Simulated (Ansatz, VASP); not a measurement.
**Ti in VASP and in Ansatz**

The input INCAR:

```
PREC = Accurate ; ENCUT = 520
EDIFF = 1E-6 ; ISMEAR = 1
SIGMA = 0.1 ; LREAL = False
LASPH = True ; NELM = 100
ALGO = Normal ; ISIF = 2
LWAVE = False ; LCHARG = True
GGA = PS ; LELF = True
LVHAR = True ; NBANDS = 12
```

File KPOINTS:

```
Automatic mesh
0
Gamma
  13 13 13
```

POSCAR

```
Ti
1.0
   -1.6410000000      1.6410000000      1.6410000000
    1.6410000000     -1.6410000000      1.6410000000
    1.6410000000      1.6410000000     -1.6410000000
Ti
1
Direct
    0.0000000000      0.0000000000      0.0000000000
```

Input for Ansatz:

```yaml
crystal:
  lattice:
    - [-1.641, 1.641, 1.641]
    - [1.641, -1.641, 1.641]
    - [1.641, 1.641, -1.641]
  atoms:
    - { symbol: Ti, position: [0.0, 0.0, 0.0] }
kpoints:
  mp_grid:
    grid: [13, 13, 13]
    shift: [0.0, 0.0, 0.0]
hamiltonian:
  xc: pbesol
scf:
  occupations:
    method: cold
    width: 0.1
output:
  stress: true
```

This isn't the form of Ti at room conditions, which is hcp.

Alike in both runs: task single point; functional PBEsol; k mesh 13 × 13 × 13; no spin polarisation.

```csv
,VASP,Ansatz
version,VASP 6.6.1,Ansatz 0.2.0
potentials or method,"VASP PAW PBE potentials, release 64 (Ti_sv)","plane waves, PAW"
plane-wave cutoff (eV),520,420
occupations,"methfessel-paxton of order 1, width 0.1 eV","cold, width 0.1 eV"
valence electrons in the cell,12,12
```

|  | VASP | Ansatz | Ansatz less VASP |
| --- | --- | --- | --- |
| pressure (GPa) | -7.0 | -6.9 | +0.15 |

Caveats: the PAW data sets were made with another functional, which shifts forces and pressure a little (VASP).
